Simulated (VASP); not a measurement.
# CaH8: single point with PBE+TS

CaH8:

```
CELL_PARAMETERS angstrom
5.01494 0.00000 0.00000
2.51457 4.35131 0.00000
2.53028 1.35982 4.08842
ATOMIC_POSITIONS crystal
Ca 0.50000 0.50000 0.50000
H 0.68090 0.68090 0.68090
H 0.68090 0.68090 0.95728
H 0.68090 0.95728 0.68090
H 0.95728 0.68090 0.68090
H 0.31910 0.31910 0.04272
H 0.31910 0.31910 0.31910
H 0.31910 0.04272 0.31910
H 0.04272 0.31910 0.31910
```

The cell was built by a generator and needn't be a form met in nature.

The cell isn't the ideal one: cell strained at random at fixed volume.

```
Program             : VASP 6.6.1
Task                : single point
Functional          : PBE
Dispersion          : TS
Potentials or basis : VASP PAW PBE potentials, release 64 (Ca_sv, H)
Cutoff              : 520 eV
k mesh              : 7 × 7 × 7
Occupations         : fermi-dirac, width 0.1 eV
Spin                : no spin polarisation
```

```yaml
Pressure: -1.5 GPa
Largest_force: 0.134 eV/Å
Band_gap_on_the_k_mesh: 0.07 eV, indirect (least direct gap 0.17 eV)
Hirshfeld_charges: Ca +0.09; H -0.01 e
Dispersion_energy_per_atom: -0.104 eV
```

Forces in eV/Å, atoms in the order of the input:
```
Ca   0.000  0.000  0.000
H   -0.013  0.005  0.016
H    0.018 -0.062 -0.002
H    0.000  0.108 -0.080
H   -0.025  0.026  0.054
H   -0.018  0.062  0.002
H    0.013 -0.005 -0.016
H    0.000 -0.108  0.080
H    0.025 -0.026 -0.054
```

Stress tensor (GPa, compression positive):
```
-1.15 -0.07  0.10
-0.07 -1.80 -0.47
 0.10 -0.47 -1.50
```

Levels at points of the mesh, in eV from the valence-band top:
```csv
k point,band 6,band 7,band 8,band 9,band 10,band 11,band 12,band 13
"(0.00, 0.00, 0.00)",-7.19,-0.86,-0.82,-0.80,1.32,1.38,1.58,4.32
```

It took 3.2 min on 1 thread of Intel(R) Xeon(R) Platinum 8559C (Emerald Rapids), with other jobs on the host, peak memory 0.4 GiB.

Caveat: an odd mesh through Γ misses points on the zone boundary, where band edges often lie.
